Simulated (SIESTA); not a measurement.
HfO2:

```xyz
12
Lattice="5.2195 0.0000 0.0000 0.0000 5.0048 0.0000 0.0000 0.0000 5.0327" Properties=species:S:1:pos:R:3 pbc="T T T"
Hf    5.0472    3.6661    3.7314
Hf    2.7820    3.6661    1.2151
Hf    2.4375    1.3387    3.7314
Hf    0.1723    1.3387    1.2151
O     3.2994    4.6477    4.4251
O     4.5298    4.6477    1.9087
O     1.2211    2.7020    2.4776
O     1.3886    2.7020    4.9939
O     3.9984    2.3028    4.9939
O     3.8308    2.3028    2.4776
O     0.6896    0.3571    4.4251
O     1.9201    0.3571    1.9087
```

Measurements of this composition are mostly on another form, of space group No. 14.

| Quantity | Value |
| --- | --- |
| Program | SIESTA 5.4.2 |
| Task | single point |
| Functional | PBE |
| Potentials or basis | PseudoDojo 0.4 standard (PBE files) |
| Basis | DZP (energy shift 0.003 Ry; two zetas on semicore shells) |
| Grid cutoff | 800 Ry |
| Energy shift | 0.003 Ry |
| k mesh | 5 × 6 × 5 |
| Occupations | fermi-dirac, width 0.05 eV |
| Spin | no spin polarisation |

On this cell: pressure 12.4 GPa; largest force 0.189 eV/Å; band gap on the k mesh 4.29 eV, indirect (least direct gap 4.48 eV).

The same run follows on a disturbed copy (atoms moved at random, drawn with an rms of 0.05 Å):

```
Hf O
1.0
     5.21946    0.00000    0.00000
     0.00000    5.00476    0.00000
     0.00000    0.00000    5.03269
Hf O
4 8
Direct
  0.96174 0.73212 0.73881
  0.53227 0.73612 0.24181
  0.46851 0.27142 0.75413
  0.03721 0.26175 0.25080
  0.62770 0.92668 0.88079
  0.86841 0.93107 0.38357
  0.23989 0.53269 0.49992
  0.27614 0.54123 0.98841
  0.76469 0.45560 0.99350
  0.74308 0.45565 0.48763
  0.12419 0.06382 0.87332
  0.36004 0.07275 0.38158
```

**Question.** What changes?

**Answer.** The energy moves by +18.4 meV/atom; pressure 13.2 GPa; largest force 1.359 eV/Å; band gap on the k mesh 4.22 eV, indirect (least direct gap 4.51 eV).

Forces in eV/Å, atoms in the order of the input:
```
Hf   0.524 -0.663  0.379
Hf  -0.039 -0.410  0.426
Hf   0.230 -0.254 -0.966
Hf  -0.390  0.800 -0.798
O    0.050 -0.236  0.043
O   -0.458 -0.579 -0.130
O   -0.048  0.711 -0.496
O   -1.056  0.031  0.715
O    0.342  0.128 -0.076
O   -0.724 -0.040  0.325
O    0.633  1.053  0.581
O    0.936 -0.542 -0.006
```

Stress tensor (GPa, compression positive):
```
13.00 -0.51  0.94
-0.51 14.23  0.94
 0.94  0.94 12.38
```

Caveats: short orbitals over semicore shells can move pressures by several GPa; spin-orbit coupling is left out, which moves the levels of the heavy elements; an odd mesh through Γ misses points on the zone boundary, where band edges often lie; the basis of atomic orbitals isn't converged, which shifts pressures, moduli and gaps.
